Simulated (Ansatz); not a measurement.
# MoS2: the cost of one run

Program: Ansatz 0.2.0. Level of theory: DFT LDA, scalar-relativistic. These are calculated values, not measurements.

5 further runs of the same task are left out: 5 that didn't finish.

## 1. The starting structure

It takes space group R3m (No. 160, trigonal). Conventional cell: a = 3.163 Å, b = 3.163 Å, c = 18.370 Å, α = 90.00°, β = 90.00°, γ = 120.00°. Around Mo (site symmetry 3m) lie 6 S at 2.36 Å. S (site symmetry 3m) is surrounded by 3 Mo at 2.36 Å.

Structure file:

```cif
data_structure
_symmetry_space_group_name_H-M 'R3m:H'
_symmetry_Int_Tables_number 160
_cell_length_a 3.1630
_cell_length_b 3.1630
_cell_length_c 18.3700
_cell_angle_alpha 90.000
_cell_angle_beta 90.000
_cell_angle_gamma 120.000
_cell_volume 159.16
loop_
_atom_site_label
_atom_site_type_symbol
_atom_site_symmetry_multiplicity
_atom_site_Wyckoff_symbol
_atom_site_fract_x
_atom_site_fract_y
_atom_site_fract_z
_atom_site_occupancy
Mo1 Mo 3 a 0.00000 0.00000 0.00000 1
S1 S 3 a 0.66667 0.33333 0.08173 1
S2 S 3 a 0.33333 0.66667 0.25157 1
```

The file gives the conventional cell by its symmetry; the runs use the cell typed in the input.

Atoms are numbered in the order of the input: Mo1, S2, S3.

## 2. Volume × 0.96, LAPW

input.yaml

```yaml
crystal:
  lattice:
    - [1.5601261102, 0.9007392297, 6.0405721524]
    - [-1.5601261102, 0.9007392297, 6.0405721524]
    - [0.0, -1.8014784593, 6.0405721524]
  atoms:
    - { symbol: Mo, position: [0.0, 0.0, 0.0] }
    - { symbol: S, position: [0.7484, 0.7484, 0.7484] }
    - { symbol: S, position: [0.5849, 0.5849, 0.5849] }
kpoints:
  mp_grid: { grid: [15, 15, 15] }
  band_path:
    path:
      - [0.0, 0.0, 0.0]
      - [0.5, 0.5, 0.5]
      - [0.8185098338, 0.1814901662, 0.5]
      - [0.5, -0.1814901662, 0.1814901662]
      - [0.5, 0.0, 0.0]
      - [0.0, 0.0, 0.0]
      - [0.3407450831, -0.3407450831, 0.0]
      - [0.6592549169, 0.0, 0.3407450831]
      - [0.5, 0.0, 0.5]
    npoints: 5
scf:
  occupations: { method: fermi_dirac, width: 0.05 }
hamiltonian:
  xc: lda
  pseudopotentials: { kind: all_electron, lapw: { basis_error: 0.001 } }
output:
  forces: true
  stress: true
  eigenvalues: true
```

The run is started by

```sh
> ansatz run input.yaml --threads 1 --pin off --max-ram 4096MiB --backend cpu --events-out ev --progress --plain --runs-dir out
```

**Question.** How long does this run take on 1 thread of Intel Xeon Platinum 8488C (Sapphire Rapids), shared host, and how much memory does it need?

About 3 min, with a peak of 1.2 GiB.
